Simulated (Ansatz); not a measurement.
A plane-wave DFT run in Ansatz 0.2.0 (scalar-relativistic PAW potentials unless the input names others): input and command.

```yaml
crystal:
  lattice:
    - [3.1539614254, 0.0, 0.0]
    - [0.0, 3.1539614254, 0.0]
    - [0.0, 0.0, 3.2271629183]
  atoms:
    - { symbol: In, position: [0.5, 0.5, 0.5] }
    - { symbol: H, position: [0.0, 0.0, 0.0] }
basis:
  ecutwfc: 420
kpoints:
  mp_grid: { grid: [20, 20, 14] }
hamiltonian:
  xc: pbe
scf:
  max_iter: 100
output:
  forces: true
  eigenvalues: true
  stress: true
```

```bash
ansatz run input.yaml --threads 1 --pin off --max-ram 2560MiB --backend cpu --events-out ev --progress --plain --runs-dir out
```

**Question.** What will the program do with this input?

**Answer.** The program refuses it, because of no occupation method (scf.occupations: {"method": "gaussian", "width": 0.1} → not typed). With the sound run's settings it is accepted.

Abridged log:
```
Error: YAML parse error: `scf.occupations.method` is required: fixed only where the cell keeps a band gap throughout the run, explicit beside scf.occupations.values (under evaluate: without them), else a smearing such as fermi_dirac (scf.occupations.width is optional; its entry in the input reference gives the default)
```